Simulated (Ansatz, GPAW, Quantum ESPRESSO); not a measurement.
# InAs: programs and potentials compared

```
In As
1.0
     0.00000    3.01800    3.01800
     3.01800    0.00000    3.01800
     3.01800    3.01800    0.00000
In As
1 1
Direct
  0.00000 0.00000 0.00000
  0.75000 0.75000 0.75000
```

Alike in all runs: task band structure; functional LDA; k mesh 8 × 8 × 8; occupations fermi-dirac, width 0.05 eV; no spin polarisation; no spin-orbit coupling. LDA stands for any of its common fits. Pressure is positive in compression and, in plane waves, holds the error of the finite cutoff.

```tsv
program and potentials	plane-wave cutoff (eV)	notes	pressure (GPa)
GPAW, the program's PAW data sets (release 1.2.1) made for this functional	600	9 valence electrons an atom on average	-0.51
Ansatz, all-electron LAPW, scalar-relativistic	-	-	-0.27
Quantum ESPRESSO, PseudoDojo 0.4.1 SR LDA standard	1088	14 valence electrons an atom on average	-0.48
Quantum ESPRESSO, GBRV 1.5 LDA	612	9 valence electrons an atom on average	-0.63
```

The pressure spans -0.63 (Quantum ESPRESSO, GBRV 1.5 LDA) to -0.27 GPa (Ansatz, all-electron LAPW, scalar-relativistic), with all-electron results at -0.27.

Differences between rows come from potentials, basis sets and numerical settings, since the functional is the same but for its coding. Runs on potential files found faulty are left out.
